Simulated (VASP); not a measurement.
The system is Eu.

```
CELL_PARAMETERS angstrom
4.60600 0.00000 0.00000
0.00000 4.60600 0.00000
0.00000 0.00000 4.60600
ATOMIC_POSITIONS crystal
Eu 0.00000 0.00000 0.00000
Eu 0.50000 0.50000 0.50000
```

Base run:

- Program: VASP 6.6.1
- Functional: PBE
- Potentials or basis: VASP PAW PBE potentials, release 64 (Eu)
- Cutoff: 520 eV
- k mesh: 7 × 7 × 7
- Occupations: fermi-dirac, width 0.05 eV
- Spin: collinear spin, typed start
- Starting moments: [7.0, 7.0] μB

Its results: band gap on the k mesh none (metal or under the smearing width); pressure -1.8 GPa; net moment 14.86 μB per cell; site moments Eu +6.72 μB.

Task: The run is repeated on the same cell with these changes: further incar settings from ALGO = Normal; EDIFF = 1e-07; NBANDS = 28 to ALGO = Normal; EDIFF = 1e-06; NBANDS = 28; moments at the start from [7.0, 7.0] to [7.0, -7.0]. What comes out?

Result: Band gap on the k mesh none (metal or under the smearing width); pressure -1.8 GPa; net moment 0.00 μB per cell; site moments Eu +6.64, -6.64 μB.

Caveats: spin-orbit coupling is left out, which moves the levels of the heavy elements.
